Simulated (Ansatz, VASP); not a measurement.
# InAs in VASP and in Ansatz

```xyz
2
Lattice="0.0000 2.9689 2.9689 2.9689 0.0000 2.9689 2.9689 2.9689 0.0000" Properties=species:S:1:pos:R:3 pbc="T T T"
In    4.4533    4.4533    4.4533
As    0.0000    0.0000    0.0000
```

Alike in both runs: functional PBE; k mesh 12 × 12 × 12; occupations gaussian, width 0.1 eV; no spin polarisation.

Ansatz relaxed the structure, and its values are those at the end. VASP's run is a single point on that final structure, the one shown.

```csv
,VASP,Ansatz
version,VASP 6.6.1,Ansatz 0.2.0
potentials or method,"VASP PAW PBE potentials, release 64 (In_d, As)","scalar-relativistic, plane waves, PAW"
plane-wave cutoff (eV),520,420
valence electrons in the cell,18,28
```

|  | VASP | Ansatz | Ansatz less VASP |
| --- | --- | --- | --- |
| gap on the k mesh at the Fermi level (eV) | 0.09 | 0.08 | -0.004 |
| least direct gap on the mesh (eV) | 0.09 | 0.08 | -0.004 |
| pressure (GPa) | 8.1 | 8.0 | -0.09 |

The functional is the same, so the differences come from potentials, cutoffs and numerics. The two sets of potentials don't hold the same shells in valence.

Caveats: spin-orbit coupling is left out, which moves the levels of the heavy elements.
